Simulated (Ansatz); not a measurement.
Crystal: V.

```
V
1.0
    -1.51435    1.51435    1.51435
     1.51435   -1.51435    1.51435
     1.51435    1.51435   -1.51435
V
1
Direct
  0.00000 0.00000 0.00000
```

| Property | Result |
| --- | --- |
| Program | Ansatz 0.2.0 |
| Task | relaxation of cell and atoms |
| Functional | RPBE |
| Dispersion | D3(BJ) |
| Potentials or basis | Ansatz PAW |
| Cutoff | 420 eV (not typed: the program's choice for these potentials) |
| k mesh | 12 × 12 × 12 |
| Occupations | fermi-dirac, width 0.05 eV |
| Spin | collinear spin, ferromagnetic start |
| Starting moments | [2.0] μB |

At the start: volume 13.89 Å³/atom.

Problem. How do energy, volume and symmetry change on relaxing?

Solution. It ends after 8 steps and the volume is 10.69 Å³/atom (-23.1 %); space group Im-3m (No. 229, to 0.05 Å); moment 0.00 μB per cell.

The path:
```tsv
step	energy change (eV)	largest force (eV/Å)	volume (Å³)
1	0.0000	0.0000	13.89
2	-0.4486	0.0000	11.96
3	-0.5396	0.0000	10.19
4	-0.5604	0.0000	10.77
5	-0.5611	0.0000	10.69
6	-0.5571	0.0000	10.69
7	-0.5571	0.0000	10.69
8	-0.5571	0.0000	10.69
```

Final structure:
```
V
1.0
    -1.38767    1.38767    1.38767
     1.38767   -1.38767    1.38767
     1.38767    1.38767   -1.38767
V
1
Direct
  0.00000 0.00000 0.00000
```

Caveat: the volume moved by over 15 % at a fixed basis, so the end points are rough; the plane-wave basis is chosen anew once the cell has moved, so the energies of steps on either side of that aren't comparable; the volume moved by -23 % from the deposited cell, more than functionals usually miss; pairwise dispersion overbinds metals, which lowers pressure and volume; the PAW data sets come from PBE, with cores solved anew for the run's functional, which leaves a small shift of forces and pressure; the starting moments weren't kept.
